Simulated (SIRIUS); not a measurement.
TiCo, 2 atoms in the cell. The structure is cubic, space group Pm-3m (No. 221). The conventional cell has a = 2.986 Å, b = 2.986 Å, c = 2.986 Å, α = 90.00°, β = 90.00°, γ = 90.00°. Co (site symmetry m-3m) has 8 Ti at 2.59 Å as nearest neighbours. Ti (site symmetry m-3m) has 8 Co at 2.59 Å as nearest neighbours. The cell comes from a database or a generator and needn't be the stable form of this composition.

| Item | Value |
| --- | --- |
| Program | SIRIUS 7.12.0 |
| Task | single point |
| Functional | PBE |
| Potentials or basis | PseudoDojo 0.4.1 PBE standard (scalar relativistic) |
| Cutoff | 1307 eV |
| Density cutoff | 5227 eV |
| k mesh | 9 × 9 × 9 |
| Occupations | fermi-dirac, width 0.05 eV |
| Spin | collinear spin, ferromagnetic start |
| Starting moments | [3.5, 2.5] μB |
| Libxc names | ["XC_GGA_X_PBE", "XC_GGA_C_PBE"] |
| Energy tol | 1e-08 Ha |
| Density tol | 1e-06 |
| Mixer | anderson |
| Mixing beta | 0.5 |
| Max scf | 100 |
| Radial cutoff for the potentials' integrals | 6.5 bohr |

Potentials or basis: PseudoDojo 0.4.1 PBE standard (scalar relativistic).

The run is started by

```sh
$ upf_to_json Co.upf
$ upf_to_json Ti.upf
$ OMP_NUM_THREADS=1 sirius.scf --input=sirius.json --output=out.json --task=0
```

Hardware: 1 thread of Intel(R) Xeon(R) Platinum 8259CL CPU @ 2.50GHz (Skylake/Cascade Lake), on a shared host.

Q: How long does it take, and how much memory?

A: Wall time 2.7 min on 1 thread of Intel(R) Xeon(R) Platinum 8259CL CPU @ 2.50GHz (Skylake/Cascade Lake) (shared host), peak memory 0.35 GiB. Counts: scf iterations 25, k points 35, plane waves 2897, bands 23.
